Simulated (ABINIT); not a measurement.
# Sc (P6_3/mmc) in ABINIT: equation of state

How stiff is Sc in PBE, and what volume does it want? The cell is scaled to several volumes.

All numbers are computed with ABINIT 10.8.3 (patched build); they aren't measurements. Logs are shortened: lines on timing, memory, paths and dates and some standing lists are left out, and cuts for length are marked. The log counts tension as positive stress, the text compression.

### 1 Starting point

It takes space group P6_3/mmc (No. 194, hexagonal). Conventional cell: a = 3.309 Å, b = 3.309 Å, c = 5.273 Å, α = 90.00°, β = 90.00°, γ = 120.00°. Around Sc (site symmetry -6m2) lie 12 Sc at 3.26 to 3.31 Å.

### 2 Equation of state, PBE

run.abi

```
# Datasets: one volume each
ndtset 7
getwfk -1
scalecart1 3*0.9795861087
scalecart2 3*0.9864848297
scalecart3 3*0.9932883884
scalecart4 3*1.0000000000
scalecart5 3*1.0066227096
scalecart6 3*1.0131594038
scalecart7 3*1.0196128224

# Pseudopotentials
pp_dirpath "./"
pseudos "Sc.GGA_PBE-JTH.xml"

# Structure
acell 3.309 3.309 5.2733 Angstrom
rprim
     1.0000000000     0.0000000000     0.0000000000
    -0.5000000000     0.8660254038     0.0000000000
     0.0000000000     0.0000000000     1.0000000000
ntypat 1
znucl 21
natom 2
typat 1 1
xred
     0.6666666667     0.3333333333     0.7500000000
     0.3333333333     0.6666666667     0.2500000000

# Plane-wave basis
ecut 15.0
pawecutdg 30.0

# k points
kptopt 1
ngkpt 9 9 5
nshiftk 1
shiftk 0.0 0.0 0.0

# Exchange and correlation
ixc 11

# Bands and occupations
nband 15
occopt 3
tsmear 0.00183747

# SCF cycle
nstep 100
tolvrs 1.0e-9

# Output
iomode 3
prtwf 1
prtden 0
prteig 0
prtebands 0
enunit 1
```

Potentials or basis: JTH PAW PBE v2.0.

Command:

```bash
$ abinit run.abi > log 2>&1
```

run.abo:

```text
.Version 10.8.3 of ABINIT
 DATASET    1 : space group P6_3/m m c (#194); Bravais hP (primitive hexag.)
================================================================================
 Values of the parameters that define the memory need for DATASET  1.
     intxc =       0    ionmov =       0      iscf =      17    lmnmax =      18
     lnmax =       6     mgfft =      36  mpssoang =       3    mqgrid =    3001
     natom =       2  nloc_mem =       2    nspden =       1   nspinor =       1
    nsppol =       1      nsym =      24    n1xccc =       1    ntypat =       1
    occopt =       3   xclevel =       2
       mpw =         899          nfft =       20736          nkpt =          36
 PAW method is used; the additional fine FFT grid is defined by:
   mgfftf=        50    nfftf =     51200
================================================================================
================================================================================
[... 71 lines left out ...]
 DATASET    7 : space group P6_3/m m c (#194); Bravais hP (primitive hexag.)
================================================================================
 Values of the parameters that define the memory need for DATASET  7.
     intxc =       0    ionmov =       0      iscf =      17    lmnmax =      18
     lnmax =       6     mgfft =      36  mpssoang =       3    mqgrid =    3001
     natom =       2  nloc_mem =       2    nspden =       1   nspinor =       1
    nsppol =       1      nsym =      24    n1xccc =       1    ntypat =       1
    occopt =       3   xclevel =       2
       mpw =        1015          nfft =       20736          nkpt =          36
 PAW method is used; the additional fine FFT grid is defined by:
   mgfftf=        54    nfftf =     55296
================================================================================
================================================================================

--------------------------------------------------------------------------------
------------- Echo of variables that govern the present computation ------------
--------------------------------------------------------------------------------
 -outvars: echo values of preprocessed input variables --------
            acell      6.2531037506E+00  6.2531037506E+00  9.9650927797E+00 Bohr
              amu      4.49559100E+01
             ecut      1.50000000E+01 Hartree
           enunit           1
           getwfk          -1
              ixc          11
           jdtset        1    2    3    4    5    6    7
         kptrlatt        9    0    0      0    9    0      0    0    5
          kptrlen1     4.88083323E+01
          kptrlen2     4.91520643E+01
          kptrlen3     4.94910547E+01
          kptrlen4     4.98254639E+01
          kptrlen5     5.01554435E+01
          kptrlen6     5.04811373E+01
          kptrlen7     5.08026819E+01
            natom           2
            nband          15
           ndtset           7
            ngfft          24      24      36
          ngfftdg1         32      32      50
          ngfftdg2         32      32      50
          ngfftdg3         32      32      50
          ngfftdg4         32      32      50
          ngfftdg5         32      32      50
          ngfftdg6         32      32      50
          ngfftdg7         32      32      54
             nkpt          36
            nstep         100
             nsym          24
           ntypat           1
           occopt           3
        pawecutdg      3.00000000E+01 Hartree
         pawxcdev           0
           prtden           0
        prtebands           0
           prteig           0
            rprim1     9.7958610870E-01  0.0000000000E+00  0.0000000000E+00
                      -4.8979305435E-01  8.4834645534E-01  0.0000000000E+00
                       0.0000000000E+00  0.0000000000E+00  9.7958610870E-01
            rprim2     9.8648482970E-01  0.0000000000E+00  0.0000000000E+00
                      -4.9324241485E-01  8.5432092298E-01  0.0000000000E+00
                       0.0000000000E+00  0.0000000000E+00  9.8648482970E-01
            rprim3     9.9328838840E-01  0.0000000000E+00  0.0000000000E+00
                      -4.9664419420E-01  8.6021297765E-01  0.0000000000E+00
                       0.0000000000E+00  0.0000000000E+00  9.9328838840E-01
            rprim4     1.0000000000E+00  0.0000000000E+00  0.0000000000E+00
                      -5.0000000000E-01  8.6602540380E-01  0.0000000000E+00
                       0.0000000000E+00  0.0000000000E+00  1.0000000000E+00
            rprim5     1.0066227096E+00  0.0000000000E+00  0.0000000000E+00
                      -5.0331135480E-01  8.7176083856E-01  0.0000000000E+00
                       0.0000000000E+00  0.0000000000E+00  1.0066227096E+00
            rprim6     1.0131594038E+00  0.0000000000E+00  0.0000000000E+00
                      -5.0657970190E-01  8.7742178179E-01  0.0000000000E+00
                       0.0000000000E+00  0.0000000000E+00  1.0131594038E+00
            rprim7     1.0196128224E+00  0.0000000000E+00  0.0000000000E+00
                      -5.0980641120E-01  8.8301060624E-01  0.0000000000E+00
                       0.0000000000E+00  0.0000000000E+00  1.0196128224E+00
          spgroup         194
           tolvrs      1.00000000E-09
           tsmear      1.83747000E-03 Hartree
            typat      1  1
           useylm           1
           xangst1     1.6207252168E+00  9.3572614024E-01  3.8742385703E+00
                      -2.8182356709E-17  1.8714522805E+00  1.2914128568E+00
           xangst2     1.6321391507E+00  9.4231597805E-01  3.9015228393E+00
                       4.7194803542E-17  1.8846319561E+00  1.3005076131E+00
           xangst3     1.6433956386E+00  9.4881491435E-01  3.9284307439E+00
                      -3.4055175693E-17  1.8976298287E+00  1.3094769146E+00
           xangst4     1.6545000000E+00  9.5522602039E-01  3.9549750000E+00
                      -3.6931783155E-17  1.9104520408E+00  1.3183250000E+00
           xangst5     1.6654572730E+00  9.6155220493E-01  3.9811676509E+00
                       1.1689763912E-16  1.9231044099E+00  1.3270558836E+00
           xangst6     1.6762722336E+00  9.6779622531E-01  4.0070201130E+00
                       1.1409600154E-16  1.9355924506E+00  1.3356733710E+00
           xangst7     1.6869494147E+00  9.7396069868E-01  4.0325432223E+00
                       3.2996092911E-17  1.9479213974E+00  1.3441810741E+00
            xcart1     3.0627267852E+00  1.7682661339E+00  7.3212498442E+00
                      -5.3256935762E-17  3.5365322678E+00  2.4404166147E+00
            xcart2     3.0842959943E+00  1.7807191226E+00  7.3728096403E+00
                       8.9185253261E-17  3.5614382452E+00  2.4576032134E+00
            xcart3     3.1055676735E+00  1.7930003323E+00  7.4236582106E+00
                      -6.4354955230E-17  3.5860006646E+00  2.4745527369E+00
            xcart4     3.1265518753E+00  1.8051155669E+00  7.4738195848E+00
                      -6.9790955504E-17  3.6102311338E+00  2.4912731949E+00
            xcart5     3.1472581204E+00  1.8170703231E+00  7.5233165215E+00
                       2.2090452271E-16  3.6341406461E+00  2.5077721738E+00
            xcart6     3.1676954339E+00  1.8288698115E+00  7.5721705947E+00
                       2.1561019497E-16  3.6577396231E+00  2.5240568649E+00
            xcart7     3.1878723820E+00  1.8405189779E+00  7.6204022810E+00
                       6.2353578827E-17  3.6810379558E+00  2.5401340937E+00
             xred      6.6666666667E-01  3.3333333333E-01  7.5000000000E-01
                       3.3333333333E-01  6.6666666667E-01  2.5000000000E-01
            znucl       21.00000

================================================================================

 chkinp: Checking input parameters for consistency, jdtset=   1.

 chkinp: Checking input parameters for consistency, jdtset=   2.
[... 40 lines left out ...]
 getcut: wavevector=  0.0000  0.0000  0.0000  ngfft=  32  32  50
         ecut(hartree)=     30.000   => boxcut(ratio)=   2.07740

--- Pseudopotential description ------------------------------------------------
- pspini: atom type   1  psp file is ./Sc.GGA_PBE-JTH.xml
 Pseudopotential format is: paw10
 basis_size (lnmax)=  6 (lmn_size= 18), orbitals=   0   0   1   1   2   2
 Spheres core radius: rc_sph= 2.41050872
 Shapefunction is BESSEL type: shapef(r,l)=aa(1,l)*jl(q(1,l)*r)+aa(2,l)*jl(q(2,l)*r)
 Radius for shape functions =  2.10063212
 Compensation charge density is not taken into account in XC energy/potential

   6.90162089E+02                                ecore*ucvol(ha*bohr**3)
--------------------------------------------------------------------------------

[... 1223 lines left out ...]
-Cartesian components of stress tensor (GPa)         [Pressure= -3.5357E+00 GPa]
- sigma(1 1)=  3.10442795E+00  sigma(3 2)=  0.00000000E+00
- sigma(2 2)=  3.10442795E+00  sigma(3 1)=  0.00000000E+00
- sigma(3 3)=  4.39824007E+00  sigma(2 1)=  0.00000000E+00

== END DATASET(S) ==============================================================
================================================================================

 -outvars: echo values of variables after computation  --------
            acell      6.2531037506E+00  6.2531037506E+00  9.9650927797E+00 Bohr
           etotal1    -9.4048418806E+01
           etotal2    -9.4048930623E+01
           etotal3    -9.4049152276E+01
           etotal4    -9.4049112763E+01
           etotal5    -9.4048835405E+01
           etotal6    -9.4048335413E+01
           etotal7    -9.4047638643E+01
            fcart1    -0.0000000000E+00 -1.0151734408E-28 -0.0000000000E+00
                      -0.0000000000E+00  1.0151734408E-28 -0.0000000000E+00
            fcart2    -2.1825444349E-29 -3.7802778510E-29 -0.0000000000E+00
                       2.1825444349E-29  3.7802778510E-29 -0.0000000000E+00
            fcart3     0.0000000000E+00  0.0000000000E+00 -0.0000000000E+00
                       0.0000000000E+00  0.0000000000E+00 -0.0000000000E+00
            fcart4    -2.1530469752E-29  3.7291867520E-29 -0.0000000000E+00
                       2.1530469752E-29 -3.7291867520E-29 -0.0000000000E+00
            fcart5    -3.2083226734E-29  6.1744198637E-30 -0.0000000000E+00
                       3.2083226734E-29 -6.1744198637E-30 -0.0000000000E+00
[... 38 lines left out ...]
                       0.0000000000E+00  0.0000000000E+00  0.0000000000E+00
           xangst1     1.6207252168E+00  9.3572614024E-01  3.8742385703E+00
                      -2.8182356709E-17  1.8714522805E+00  1.2914128568E+00
           xangst2     1.6321391507E+00  9.4231597805E-01  3.9015228393E+00
                       4.7194803542E-17  1.8846319561E+00  1.3005076131E+00
           xangst3     1.6433956386E+00  9.4881491435E-01  3.9284307439E+00
                      -3.4055175693E-17  1.8976298287E+00  1.3094769146E+00
           xangst4     1.6545000000E+00  9.5522602039E-01  3.9549750000E+00
                      -3.6931783155E-17  1.9104520408E+00  1.3183250000E+00
           xangst5     1.6654572730E+00  9.6155220493E-01  3.9811676509E+00
                       1.1689763912E-16  1.9231044099E+00  1.3270558836E+00
           xangst6     1.6762722336E+00  9.6779622531E-01  4.0070201130E+00
                       1.1409600154E-16  1.9355924506E+00  1.3356733710E+00
           xangst7     1.6869494147E+00  9.7396069868E-01  4.0325432223E+00
                       3.2996092911E-17  1.9479213974E+00  1.3441810741E+00
             xred      6.6666666667E-01  3.3333333333E-01  7.5000000000E-01
                       3.3333333333E-01  6.6666666667E-01  2.5000000000E-01
 Calculation completed.
```

Run time: 90 s. Hardware: 1 thread of Arm Neoverse V2, shared host; peak memory 0.14 GiB.

Results:

```yaml
Equilibrium_volume: 24.67 Å³/atom
Bulk_modulus_at_fixed_shape_and_positions: 55 GPa
Pressure_derivative_of_the_bulk_modulus: 3.5
```

Energy against volume, from the lowest point:
| volume (Å³/atom) | energy (meV/atom) |
| --- | --- |
| 23.502 | 9.98 |
| 24.002 | 3.02 |
| 24.502 | 0.00 |
| 25.002 | 0.54 |
| 25.502 | 4.31 |
| 26.002 | 11.11 |
| 26.502 | 20.59 |

Caveat: pressures at fixed basis lie under the slope of the energies; the cell was scaled at fixed shape and fractional positions, which overstates the stiffness of a crystal with free parameters, most of all of layers and chains.
